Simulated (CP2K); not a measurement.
# CdSe under changes of volume

One of the cells (23.738 Å³/atom); the others are scaled copies at fixed shape and fractional positions:

```xyz
2
Lattice="4.0644 0.0000 0.0000 2.0322 3.5199 0.0000 2.0322 1.1733 3.3186" Properties=species:S:1:pos:R:3 pbc="T T T"
Cd    0.0000    0.0000    0.0000
Se    4.0644    2.3466    1.6593
```

Measurements of this composition are mostly on another form, of space group No. 186.

```yaml
Program: CP2K 2026.2
Functional: PBE
Potentials_or_basis: POTENTIAL_UZH Cd GTH-PBE-q12, Se GTH-PBE-q6; TZVP-MOLOPT-PBE-GTH basis
Density_cutoff: 6123 eV
k_mesh: 8 × 8 × 8
Occupations: fermi-dirac, width 0.05 eV
Spin: no spin polarisation
```

| volume (Å³/atom) | energy over the lowest point (meV/atom) | pressure (GPa) |
| --- | --- | --- |
| 22.314 | ? | ? |
| 22.788 | 8.46 | 2.9 |
| 23.263 | 2.20 | 1.4 |
| 23.738 | 0.00 | 0.1 |
| 24.213 | 1.37 | -1.0 |
| 24.687 | 5.94 | -2.0 |
| 25.162 | 13.40 | -3.0 |

Task: What does the run at 22.314 Å³/atom give?

Result: Energy over the lowest point 19.32 meV/atom; pressure 4.5 GPa.

Worked out: A Birch-Murnaghan fit of order 3 (a polynomial in V^(-2/3)) to the other rows has its minimum at 23.78 Å³/atom with B0 = V·E''(V) = 60 GPa and B' = 4.7. It gives 19.19 meV/atom at 22.314 Å³/atom, against the run's 19.32, and -dE/dV = 4.4 GPa, against 4.5.

Energies are extrapolated to zero smearing.

Caveats: the basis of atomic orbitals isn't converged, which shifts pressures, moduli and gaps.
